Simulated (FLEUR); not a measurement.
# Pd (P6_3/mmc) in FLEUR: a series of runs, part 2 of 2

FLEUR MaX-R8.1 (later development tree).

## 3. Band structure, PBEsol, spin-orbit coupling, no magnetisation

inp.xml reads:

```xml
<?xml version="1.0" encoding="UTF-8" standalone="no"?>
<fleurInput fleurInputVersion="0.39">
   <comment>
      Pd                                                                                                  
   </comment>
   <calculationSetup>
      <cutoffs Kmax="4.1" Gmax="12.7" GmaxXC="12.7" numbands="all"/>
      <scfLoop itmax="60" minDistance="0.00001" maxIterBroyd="15" imix="Anderson" alpha="0.05" precondParam="0.0" spinf="2.0" sdNocoIR="T"/>
      <coreElectrons ctail="T" frcor="F" kcrel="0" coretail_lmax="0"/>
      <xcFunctional name="PBEs" relativisticCorrections="F"/>
      <magnetism jspins="1"/>
      <soc l_soc="T" theta="0.0" phi="0.0" spav="F"/>
      <expertModes spex="0" secvar="F"/>
      <geometryOptimization l_f="F" forcealpha="1.0" forcemix="BFGS" epsdisp="0.00001" epsforce="0.00001"/>
      <ldaU l_linMix="F" mixParam="0.05" spinf="1.0"/>
   </calculationSetup>
   <cell>
      <bzIntegration valenceElectrons="36.0" mode="hist" fermiSmearingEnergy="0.00183747">
         <kPointListSelection listName="default-1"/>
         <!-- k-points included here -->
         <xi:include xmlns:xi="http://www.w3.org/2001/XInclude" href="kpts.xml"> </xi:include>
      </bzIntegration>
      <!-- symmetry operations included here -->
      <xi:include xmlns:xi="http://www.w3.org/2001/XInclude" href="sym.xml"> </xi:include>
      <bulkLattice scale="1.0">
         <bravaisMatrix>
            <row-1>    5.2603645591841151     0.0000000000000000     0.0000000000000000</row-1>
            <row-2>   -2.6301822795920575     4.5556093414404790     0.0000000000000000</row-2>
            <row-3>    0.0000000000000000     0.0000000000000000     8.7473400300780675</row-3>
         </bravaisMatrix>
      </bulkLattice>
   </cell>
   <atomSpecies>
      <species name="Palladium (Pd)" element="Pd" atomicNumber="46">
         <mtSphere radius="2.44" gridPoints="807" logIncrement="0.016"/>
         <atomicCutoffs lmax="10" lnonsphr="10"/>
         <electronConfig flipSpins="F">
            <coreConfig>(1s1/2) (2s1/2) (2p1/2) (2p3/2) (3s1/2) (3p1/2) (3p3/2) (3d3/2) (3d5/2)</coreConfig>
            <valenceConfig>(4s1/2) (4p1/2) (4p3/2) (5s1/2) (4d3/2) (4d5/2)</valenceConfig>
            <stateOccupation state="(5s1/2)" spinUp="0.500000" spinDown="0.500000"/>
            <stateOccupation state="(4d3/2)" spinUp="1.800000" spinDown="1.800000"/>
            <stateOccupation state="(4d5/2)" spinUp="2.700000" spinDown="2.700000"/>
         </electronConfig>
         <energyParameters s="5" p="5" d="4" f="4"/>
         <lo type="SCLO" l="0" n="4" eDeriv="0"/>
         <lo type="SCLO" l="1" n="4" eDeriv="0"/>
         <lo type="SCLO" l="1" n="4" eDeriv="1"/>
         <lo type="SCLO" l="2" n="4" eDeriv="2"/>
         <lo type="SCLO" l="3" n="4" eDeriv="2"/>
      </species>
   </atomSpecies>
   <atomGroups>
      <atomGroup species="Palladium (Pd)">
         <relPos label="                   1">1.000/3.000 -1.000/3.000 1.000/4.000</relPos>
         <relPos label="                   2">-1.000/3.000 1.000/3.000 -1.000/4.000</relPos>
         <force calculate="T" relaxXYZ="TTT"/>
      </atomGroup>
   </atomGroups>
   <output dos="F" band="F" slice="F">
      <checks vchk="F" cdinf="F"/>
      <bandDOS minEnergy="-.5*Htr" maxEnergy="0.5*Htr" sigma="0.015" storeEVData="T"/>
      <vacuumDOS vacdos="F" integ="F" star="F" nstars="0" locx1="0.0" locy1="0.0" locx2="0.0" locy2="0.0" nstm="0" tworkf="0.0"/>
      <unfoldingBand unfoldBand="F" supercellX="1" supercellY="1" supercellZ="1"/>
      <plotting iplot="0" polar="F">
         <plot TwoD="T" vec1="  1.0  0.0  0.0" vec2="  0.0  1.0  0.0" vec3="  0.0  0.0  1.0" zero="  0.0  0.0  0.0" file="plot"/>
      </plotting>
      <chargeDensitySlicing numkpt="0" minEigenval="0.0" maxEigenval="0.0" nnne="0" pallst="F"/>
      <specialOutput eonly="F"/>
      <moessbauerParams electricFieldGradient="T" isomerShift="T" coreHyperfine="T" valenceHyperfine="T"/>
      <magneticCircularDichroism mcd="F" energyLo="-10.0" energyUp="0.0"/>
   </output>
  <!-- We include the file relax.xml here to enable relaxations (see documentation) -->
  <xi:include xmlns:xi="http://www.w3.org/2001/XInclude" href="relax.xml"> <xi:fallback/> </xi:include>
</fleurInput>
```

crystal.txt reads:

```
Pd
&input cartesian=F /
2.7836650458  0.0000000000  0.0000000000
-1.3918325229  2.4107246453  0.0000000000
0.0000000000  0.0000000000  4.6288930000
1.8897261246
1.0 1.0 1.0

2
46 0.3333333334  0.6666666668  0.2500000000
46 0.6666666668  0.3333333334  0.7500000000

&soc 0.0 0.0 /
&kpt div1=8 div2=8 div3=4 gamma=T /
```

inp.xml (bands) reads:

```
<?xml version="1.0" encoding="UTF-8" standalone="no"?>
<fleurInput fleurInputVersion="0.39">
   <comment>
      Pd                                                                                                  
   </comment>
   <calculationSetup>
      <cutoffs Kmax="4.1" Gmax="12.7" GmaxXC="12.7" numbands="all"/>
      <scfLoop itmax="60" minDistance="0.00001" maxIterBroyd="15" imix="Anderson" alpha="0.05" precondParam="0.0" spinf="2.0" sdNocoIR="T"/>
      <coreElectrons ctail="T" frcor="F" kcrel="0" coretail_lmax="0"/>
      <xcFunctional name="PBEs" relativisticCorrections="F"/>
      <magnetism jspins="1"/>
      <soc l_soc="T" theta="0.0" phi="0.0" spav="F"/>
      <expertModes spex="0" secvar="F"/>
      <geometryOptimization l_f="F" forcealpha="1.0" forcemix="BFGS" epsdisp="0.00001" epsforce="0.00001"/>
      <ldaU l_linMix="F" mixParam="0.05" spinf="1.0"/>
   </calculationSetup>
   <cell>
      <bzIntegration valenceElectrons="36.0" mode="hist" fermiSmearingEnergy="0.00183747">
         <kPointListSelection listName="path-1"/>
         <!-- k-points included here -->
         <xi:include xmlns:xi="http://www.w3.org/2001/XInclude" href="kpts.xml"> </xi:include>
      </bzIntegration>
      <!-- symmetry operations included here -->
      <xi:include xmlns:xi="http://www.w3.org/2001/XInclude" href="sym.xml"> </xi:include>
      <bulkLattice scale="1.0">
         <bravaisMatrix>
            <row-1>    5.2603645591841151     0.0000000000000000     0.0000000000000000</row-1>
            <row-2>   -2.6301822795920575     4.5556093414404790     0.0000000000000000</row-2>
            <row-3>    0.0000000000000000     0.0000000000000000     8.7473400300780675</row-3>
         </bravaisMatrix>
      </bulkLattice>
   </cell>
   <atomSpecies>
      <species name="Palladium (Pd)" element="Pd" atomicNumber="46">
         <mtSphere radius="2.44" gridPoints="807" logIncrement="0.016"/>
         <atomicCutoffs lmax="10" lnonsphr="10"/>
         <electronConfig flipSpins="F">
            <coreConfig>(1s1/2) (2s1/2) (2p1/2) (2p3/2) (3s1/2) (3p1/2) (3p3/2) (3d3/2) (3d5/2)</coreConfig>
            <valenceConfig>(4s1/2) (4p1/2) (4p3/2) (5s1/2) (4d3/2) (4d5/2)</valenceConfig>
            <stateOccupation state="(5s1/2)" spinUp="0.500000" spinDown="0.500000"/>
            <stateOccupation state="(4d3/2)" spinUp="1.800000" spinDown="1.800000"/>
            <stateOccupation state="(4d5/2)" spinUp="2.700000" spinDown="2.700000"/>
         </electronConfig>
         <energyParameters s="5" p="5" d="4" f="4"/>
         <lo type="SCLO" l="0" n="4" eDeriv="0"/>
         <lo type="SCLO" l="1" n="4" eDeriv="0"/>
         <lo type="SCLO" l="1" n="4" eDeriv="1"/>
         <lo type="SCLO" l="2" n="4" eDeriv="2"/>
         <lo type="SCLO" l="3" n="4" eDeriv="2"/>
      </species>
   </atomSpecies>
   <atomGroups>
      <atomGroup species="Palladium (Pd)">
         <relPos label="                   1">1.000/3.000 -1.000/3.000 1.000/4.000</relPos>
         <relPos label="                   2">-1.000/3.000 1.000/3.000 -1.000/4.000</relPos>
         <force calculate="T" relaxXYZ="TTT"/>
      </atomGroup>
   </atomGroups>
   <output dos="F" band="T" slice="F">
      <checks vchk="F" cdinf="F"/>
      <bandDOS minEnergy="-.5*Htr" maxEnergy="0.5*Htr" sigma="0.015" storeEVData="T"/>
      <vacuumDOS vacdos="F" integ="F" star="F" nstars="0" locx1="0.0" locy1="0.0" locx2="0.0" locy2="0.0" nstm="0" tworkf="0.0"/>
      <unfoldingBand unfoldBand="F" supercellX="1" supercellY="1" supercellZ="1"/>
      <plotting iplot="0" polar="F">
         <plot TwoD="T" vec1="  1.0  0.0  0.0" vec2="  0.0  1.0  0.0" vec3="  0.0  0.0  1.0" zero="  0.0  0.0  0.0" file="plot"/>
      </plotting>
      <chargeDensitySlicing numkpt="0" minEigenval="0.0" maxEigenval="0.0" nnne="0" pallst="F"/>
      <specialOutput eonly="F"/>
      <moessbauerParams electricFieldGradient="T" isomerShift="T" coreHyperfine="T" valenceHyperfine="T"/>
      <magneticCircularDichroism mcd="F" energyLo="-10.0" energyUp="0.0"/>
   </output>
  <!-- We include the file relax.xml here to enable relaxations (see documentation) -->
  <xi:include xmlns:xi="http://www.w3.org/2001/XInclude" href="relax.xml"> <xi:fallback/> </xi:include>
</fleurInput>
```

Potentials or basis: all-electron, FLAPW.

Run with:

```bash
> inpgen -f crystal.txt -profile fastHighL
> # inp.xml edited to the form shown
> fleur_MPI
> fleur_MPI   # second run, on inp.xml (bands)
```

Wall time 9.6 min (1 thread of Arm Neoverse V2, shared host); peak memory 0.21 GiB.

It converged, with:

```
Free energy                                           : -274542.3486 eV
Band gap along the path                               : none (metal or under the smearing width)
Valence electrons inside the program's atomic spheres : Pd 16.63 (radii Pd 2.44 bohr)
```

Levels at the corners of the path, in eV from the Fermi level:
```
point  band 33  band 34  band 35  band 36  band 37  band 38  band 39  band 40
    Γ    -1.46    -1.46    -0.37    -0.37    -0.13    -0.13     0.83     0.83
    M    -0.02    -0.02     0.21     0.21     2.45     2.45     4.29     4.29
    K    -0.41    -0.41    -0.36    -0.36     5.68     5.68     5.84     5.84
    Γ    -1.46    -1.46    -0.37    -0.37    -0.13    -0.13     0.83     0.83
    A    -0.73    -0.73    -0.73    -0.73    -0.60    -0.60    -0.60    -0.60
    L     0.10     0.10     0.10     0.10     2.53     2.53     2.53     2.53
    H    -0.22    -0.22    -0.15    -0.15     6.62     6.62     6.71     6.71
    A    -0.73    -0.73    -0.73    -0.73    -0.60    -0.60    -0.60    -0.60
    L     0.10     0.10     0.10     0.10     2.53     2.53     2.53     2.53
    M    -0.02    -0.02     0.21     0.21     2.45     2.45     4.29     4.29
    K    -0.41    -0.41    -0.36    -0.36     5.68     5.68     5.84     5.84
    H    -0.22    -0.22    -0.15    -0.15     6.62     6.62     6.71     6.71
```

Core levels (eV from the Fermi level):
```tsv
atom	levels
1 Pd	1s1/2 -24138.0, 2s1/2 -3522.8, 2p1/2 -3268.0, 2p3/2 -3108.8, 3s1/2 -634.0, 3p1/2 -533.5, 3p3/2 -505.7, 3d3/2 -327.6, 3d5/2 -322.1
2 Pd	1s1/2 -24138.0, 2s1/2 -3522.8, 2p1/2 -3268.0, 2p3/2 -3108.8, 3s1/2 -634.0, 3p1/2 -533.5, 3p3/2 -505.7, 3d3/2 -327.6, 3d5/2 -322.1
```
